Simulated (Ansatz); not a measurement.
A generator proposed this cell of BAs.

```cif
data_structure
_symmetry_space_group_name_H-M 'Pm-3m'
_symmetry_Int_Tables_number 221
_cell_length_a 3.1950
_cell_length_b 3.1950
_cell_length_c 3.1950
_cell_angle_alpha 90.000
_cell_angle_beta 90.000
_cell_angle_gamma 90.000
_cell_volume 32.62
loop_
_atom_site_label
_atom_site_type_symbol
_atom_site_symmetry_multiplicity
_atom_site_Wyckoff_symbol
_atom_site_fract_x
_atom_site_fract_y
_atom_site_fract_z
_atom_site_occupancy
B1 B 1 a 0.00000 0.00000 0.00000 1
As1 As 1 b 0.50000 0.50000 0.50000 1
```

All numbers below come from Ansatz, DFT PBE, scalar-relativistic, plane waves, PAW. Settings: cutoff 420 eV, Γ-centred mesh 6×6×6 on the computed 2-atom cell, Gaussian smearing of 0.10 eV; no spin polarisation.

Formation energies are uncorrected and refer to the elements' standard structures at the same level.

Question: What does a single point on this coarse mesh give?

Answer: The pressure is -15.6 GPa (it wants to contract), the largest force is 0.00 eV/Å (symmetry fixes the atoms), and the energy is +1.71 eV/atom against the elements. The shortest distance is 2.77 Å.

Question: Is it a good guess?

Answer: A fair one: relaxing gains about 0.19 eV/atom (the start's value is from the coarse mesh, so the gain is rough) in 9 ionic steps and ends at +1.51 eV/atom on the finer mesh. The symmetry stays Pm-3m (No. 221). The end has the caesium chloride type. The volume per atom shrinks by 22.5 %, from 16.3 to 12.6 Å³. The shortest distance goes from 2.77 Å (B–As) to 2.54 Å (B–As). Conventional cell: a = 2.934 Å. B has 8 As at 2.54 Å and 6 B at 2.93 Å; As has 8 B at 2.54 Å and 6 As at 2.93 Å.

The last run used an 18×18×18 mesh for its 2-atom cell and Gaussian smearing of 0.10 eV. The reference form of As is held partly by dispersion forces, which this level lacks. The relaxation can't lower the symmetry of the start, and the grade says only how near the guess is to its own end. A structure relaxed within its symmetry needn't be a true minimum. Another cell of BAs relaxed alike, in Pmmm, lies 0.83 eV/atom lower, so this cell isn't the stable form at this level.
